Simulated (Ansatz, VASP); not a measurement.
**V: VASP beside Ansatz**

Contents of INCAR:

```
PREC = Accurate
ENCUT = 520
EDIFF = 1E-7
ISMEAR = -1
SIGMA = 0.05
LREAL = F
LASPH = T
NELM = 120
ALGO = Normal
ISIF = 2
LWAVE = F
LCHARG = F
ISPIN = 2
MAGMOM = 2
LORBIT = 11
LMAXMIX = 4
GGA = PS
NBANDS = 16
```

File KPOINTS:

```
regular mesh
0
Gamma
  12 12 12
```

Contents of POSCAR:

```
V
1.0
   -1.5041862709      1.5041862709      1.5041862709
    1.5041862709     -1.5041862709      1.5041862709
    1.5041862709      1.5041862709     -1.5041862709
V
1
Direct
    0.0000000000      0.0000000000      0.0000000000
```

input.yaml

```yaml
crystal:
  lattice:
    - [-1.5041862709, 1.5041862709, 1.5041862709]
    - [1.5041862709, -1.5041862709, 1.5041862709]
    - [1.5041862709, 1.5041862709, -1.5041862709]
  atoms:
    - { symbol: V, position: [0.0, 0.0, 0.0], spin: 2.0 }
hamiltonian:
  xc: pbesol
  pseudopotentials: { kind: paw }
magnetization:
  spin_polarized: true
kpoints:
  mp_grid: { grid: [12, 12, 12] }
scf:
  occupations: { method: fermi_dirac, width: 0.05 }
output:
  forces: true
  stress: true
  eigenvalues: true
  write_density: true
  write_potential: true
  elf: true
  volumetric_format: npy
```

Change from the starting cell: volume scaled by 0.98.

Alike in both runs: task single point; functional PBEsol; k mesh 12 × 12 × 12; occupations fermi-dirac, width 0.05 eV; collinear spin, ferromagnetic start.

|  | VASP | Ansatz |
| --- | --- | --- |
| version | VASP 6.6.1 | Ansatz 0.2.0 |
| potentials or method | VASP PAW PBE potentials, release 64 (V_sv) | Ansatz PAW |
| plane-wave cutoff (eV) | 520 | 420 |
| valence electrons in the cell | 13 | 13 |

```tsv
	VASP	Ansatz	Ansatz less VASP
gap on the k mesh at the Fermi level (eV)	none	none	-
pressure (GPa)	-8.7	-8.9	-0.19
net moment per atom (μB)	0.00	0.00	0.000
```

A gap of «none» marks a metal or a gap that the smearing closes. With one functional, cell and mesh, what is left measures potentials, basis and numerics.

Caveats: the PAW data sets were made with another functional, which shifts forces and pressure a little (VASP); the PAW data sets come from PBE, with cores solved anew for the run's functional, which leaves a small shift of forces and pressure (Ansatz); the starting moments weren't kept (Ansatz).
